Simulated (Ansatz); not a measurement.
**Relaxing CaF₂ in the fluorite type**

First guess:

```yaml
crystal:
  lattice:
    - [0.00000, 2.62056, 2.62056]
    - [2.62056, 0.00000, 2.62056]
    - [2.62056, 2.62056, 0.00000]
  atoms:
    - { symbol: Ca, position: [0.00000, 0.00000, 0.00000] }
    - { symbol: F, position: [0.25000, 0.25000, 0.25000] }
    - { symbol: F, position: [0.75000, 0.75000, 0.75000] }
```

Computed with Ansatz 0.2.0, DFT, PBE, PAW with Ansatz's default frozen-core files, scalar-relativistic.

Cell and atoms relax within the symmetry of the start on a 12×12×12 k mesh with 0.03 eV Fermi–Dirac smearing.

The start is built from a prototype, known or not as a phase of this compound; the cutoff is 420 eV.

Q: What is the pressure of the first guess?

A: 16.35 GPa.

Q: What does it relax to?

A: a = 5.511 Å, b = 5.511 Å, c = 5.511 Å, α = 90.00°, β = 90.00°, γ = 90.00° (conventional cell), 13.95 Å³ per atom:
```xyz
3
Lattice="0.0000 2.7555 2.7555 2.7555 0.0000 2.7555 2.7555 2.7555 0.0000" Properties=species:S:1:pos:R:3 pbc="T T T"
Ca    0.0000    0.0000    0.0000
F     1.3777    1.3777    1.3777
F     4.1332    4.1332    4.1332
```

Q: How much energy does the relaxation release?

A: 87 meV/atom.
